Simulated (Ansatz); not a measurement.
## Ti (P6_3/mmc), axial (c/a) deformation path

All numbers below come from Ansatz 0.2.0, DFT PBE, scalar-relativistic, plane waves, PAW. Settings: plane waves to 420 eV, k-mesh 24×24×14 (Γ-centred), Gaussian smearing 0.15 eV. No spin polarisation. Energies are free energies at this smearing, counted from the undisturbed cell; pressure is positive in compression.

Zero of the scan (relaxed at this level; with this scan's settings it stands at 0.1 GPa):

```yaml
crystal:
  lattice:
    - [2.93846, 0.00000, 0.00000]
    - [-1.46923, 2.54478, 0.00000]
    - [0.00000, 0.00000, 4.65063]
  atoms:
    - { symbol: Ti, position: [0.33333, 0.66667, 0.25000] }
    - { symbol: Ti, position: [0.66667, 0.33333, 0.75000] }
```

At fixed volume and fractional coordinates, lengths along (0.000, 0.000, 1.000) are scaled against those across it; ρ is that ratio over its starting value. The cell is metallic on the mesh throughout.

```
    ρ  ΔE (meV/atom) pressure (GPa)
0.800          160.9             1.4
0.850           93.1             0.9
0.920           27.2             0.4
0.960              ?               ?
1.000            0.0             0.1
1.050              ?             0.0
1.100           35.3             0.1
1.200          117.1             0.1
1.300          215.3             0.6
```

Q: Give the withheld values.

A: ΔE (meV/atom) at ρ = 0.960: 6.6; pressure (GPa) at ρ = 0.960: 0.2; ΔE (meV/atom) at ρ = 1.050: 9.5.

Cost: 9 runs of about 2.2 core-minutes in all, on Arm Neoverse V1 (shared hosts).